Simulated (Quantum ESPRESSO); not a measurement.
GaN: Wannier functions with PBE

**Measured values to compare with.**

“Studying electronic properties in GaN without electrical contacts using γ-γ vs e−-γ Perturbed Angular Correlations”, 2019, pmc:6823545 quotes, for a bulk crystal of GaN: band gap 3.503 ± 0.005 eV (direct).

GaN:

```xyz
4
Lattice="3.1800 0.0000 0.0000 -1.5900 2.7540 0.0000 0.0000 0.0000 5.1660" Properties=species:S:1:pos:R:3 pbc="T T T"
Ga    1.5900    0.9180    2.5830
Ga    0.0000    1.8360    0.0000
N     1.5900    0.9180    4.5203
N     0.0000    1.8360    1.9373
```

```json
{"Program": "Quantum ESPRESSO 7.5", "Task": "Wannier functions", "Functional": "PBE", "Potentials or basis": "GBRV 1.5 PBE", "Cutoff": "762 eV", "Density cutoff": "6095 eV", "k mesh": "8 × 8 × 4", "Occupations": "fermi-dirac, width 0.05 eV", "Spin": "no spin polarisation", "Mixing beta": "0.5", "Most SCF iterations": "120", "SCF threshold": "8e-10 Ry", "k mesh for the Wannier functions": "6 × 6 × 3"}
```

| Property | Result |
| --- | --- |
| Pressure | 7.6 GPa |
| Largest force | 0.137 eV/Å |
| Band gap on the k mesh | 1.99 eV, direct |
| Band gap along the path | 1.99 eV, direct |
| Total Wannier spread | 34.35 Å² over 26 functions |
| RMS miss of the Wannier bands | 0.017 eV |

Forces on the atoms (eV/Å):
```
Ga   0.000  0.000 -0.137
Ga   0.000  0.000 -0.137
N    0.000  0.000  0.137
N    0.000  0.000  0.137
```

Stress tensor (GPa, compression positive):
```
6.90 0.00 0.00
0.00 6.90 0.00
0.00 0.00 9.05
```

Levels at the corners of the path, in eV from the valence-band top:
```csv
point,band 22,band 23,band 24,band 25,band 26,band 27
Γ,-0.06,0.00,0.00,1.99,4.31,9.26
M,-2.78,-2.26,-0.99,5.08,5.62,6.07
K,-3.04,-3.04,-2.71,5.13,7.88,7.88
Γ,-0.06,0.00,0.00,1.99,4.31,9.26
A,-0.54,-0.54,-0.54,4.31,4.31,8.55
L,-1.96,-1.93,-1.93,4.44,4.44,7.84
H,-4.22,-1.51,-1.51,6.50,6.50,7.33
A,-0.54,-0.54,-0.54,4.31,4.31,8.55
L,-1.96,-1.93,-1.93,4.44,4.44,7.84
M,-2.78,-2.26,-0.99,5.08,5.62,6.07
K,-3.04,-3.04,-2.71,5.13,7.88,7.88
H,-4.22,-1.51,-1.51,6.50,6.50,7.33
```

Wannier functions:
```
function  nearest atom  distance (Å)  spread (Å²)  on-site energy from the reference level (eV)
       1           3 N          0.35         0.83                                         -4.07
       2           4 N          0.35         0.83                                         -4.05
       3           4 N          0.35         0.82                                         -4.08
       4           3 N          0.35         0.84                                         -4.00
       5           4 N          0.35         0.84                                         -4.01
       6           3 N          0.36         0.74                                         -4.33
       7          2 Ga          0.01         0.25                                        -13.91
       8          1 Ga          0.01         0.25                                        -13.97
       9          2 Ga          0.01         0.25                                        -13.92
      10          1 Ga          0.01         0.25                                        -13.93
      11          1 Ga          0.01         0.27                                        -13.71
      12          2 Ga          0.01         0.26                                        -13.75
      13          1 Ga          0.81         3.22                                          4.56
      14          2 Ga          0.85         3.03                                          4.40
      15          1 Ga          0.82         2.88                                          4.33
      16          2 Ga          0.01         0.27                                        -13.73
      17           4 N          0.36         0.73                                         -4.32
      18          1 Ga          0.01         0.27                                        -13.63
      19          2 Ga          0.01         0.27                                        -13.62
      20           3 N          0.35         0.82                                         -4.14
      21          1 Ga          1.21         3.26                                          4.79
      22          1 Ga          0.86         3.12                                          4.59
      23          2 Ga          0.82         2.95                                          4.36
      24          2 Ga          1.22         3.26                                          4.81
      25          1 Ga          0.01         0.28                                        -13.64
      26          2 Ga          0.84         3.54                                          4.93
```

Parts of the spread (Å²): invariant 22.42, diagonal 0.653, off-diagonal 11.27, total 34.35. Against the direct bands the interpolation misses by 17 meV (root mean square) and 100 meV at most, for states up to 1 eV over the reference level.

It took 8.2 min on 1 thread of Arm Neoverse V1 (shared host), peak memory 0.24 GiB.

Measured gap of GaN: 3.503 eV (direct; quoted in “Studying electronic properties in GaN without electrical contacts using γ-γ vs e−-γ Perturbed Angular Correlations”, 2019, pmc:6823545). This calculation gives 1.99 eV (-1.51 eV). Spin-orbit coupling on Ga is left out. The value is that of PBE, without temperature or zero-point motion. Semilocal functionals fall short of measured gaps as a rule.
